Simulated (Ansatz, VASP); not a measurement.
# AgCl in VASP and in Ansatz

```
Ag Cl
1.0
     3.43397    0.00000    0.00000
     0.00000    3.43397    0.00000
     0.00000    0.00000    3.43397
Ag Cl
1 1
Direct
  0.00000 0.00000 0.00000
  0.50000 0.50000 0.50000
```

Alike in both runs: task single point; functional PBE; k mesh 6 × 6 × 6; occupations gaussian, width 0.02 eV; no spin polarisation.

|  | VASP | Ansatz |
| --- | --- | --- |
| version | VASP 6.6.1 | Ansatz 0.2.0 |
| potentials or method | VASP PAW PBE potentials, release 64 (Ag, Cl) | scalar-relativistic, plane waves, PAW |
| plane-wave cutoff (eV) | 520 | 420 |
| valence electrons in the cell | 18 | 26 |

|  | VASP | Ansatz | Ansatz less VASP |
| --- | --- | --- | --- |
| gap on the k mesh at the Fermi level (eV) | 0.57 | 0.57 | 0.000 |
| least direct gap on the mesh (eV) | 2.07 | 2.07 | -0.001 |
| pressure (GPa) | -0.2 | -0.1 | +0.13 |

The two sets of potentials don't hold the same shells in valence.

A k mesh can miss the band edges. Expect the measured gap to be larger: semilocal functionals such as PBE lack the derivative discontinuity.
